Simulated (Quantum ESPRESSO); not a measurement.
**KTaO3, cubic perovskite: the electronic dielectric constant against change of volume**

How does ε∞, from linear response (ph.x, fixed occupations, ions clamped), follow the change of volume? The symmetry of the cell is held, so distortions that would lower it, which this phase may prefer, aren't tested.

Calculated with Quantum ESPRESSO 7.5, PBEsol, GBRV 1.5 ultrasoft potentials, cutoff 680 eV, Fermi–Dirac smearing 0.02 eV, k-mesh 7×7×7, no spin polarisation, no spin-orbit coupling.

Reference cell, relaxed at zero pressure with PBEsol (Pm-3m): a = 3.9869 Å, b = 3.9869 Å, c = 3.9869 Å, α = 90.00°, β = 90.00°, γ = 90.00°.

```csv
atom,x,y,z
Ta,0.5000,0.5000,0.5000
K,0.0000,0.0000,0.0000
O,0.5000,0.5000,0.0000
O,0.5000,0.0000,0.5000
O,0.0000,0.5000,0.5000
```

```
change of volume (%)  V (Å³/atom)     ε∞  gap (eV)
                  −6       11.915  5.357     2.258
                  −2       12.422  5.428     2.175
                   0       12.675  5.468     2.133
                   2       12.929  5.511     2.091
                   4       13.182  5.557     2.049
                   6       13.436  5.605     2.007
```

**Question.** Give the ε∞ and the long-wavelength refractive index at x = -4, a row left out above (x is the first column).

Least squares with ε = e0 + e1 x + e2 x² gives e0 = 5.4681, e1 = 0.020693 and e2 = 0.0003601. At x = -4 this is 5.391, so n = √ε = 2.322. The run itself gives 5.391, so the estimate misses by 0.000, a rounding's worth.

Along the table the mean ε∞ rises wherever the smallest gap falls, which need not be its cause. Semilocal functionals tend to give ε∞ too large, the k-mesh wasn't converged for it (a zone-centred mesh of this size overestimates it where the gap is small), and polar lattice vibrations add to the static constant, which isn't calculated here.

[Logs are printed without paths, hosts, clocks, repeated set-up lines and the standing remarks that a program may print on its own settings, such as how far it seeks lower states.]
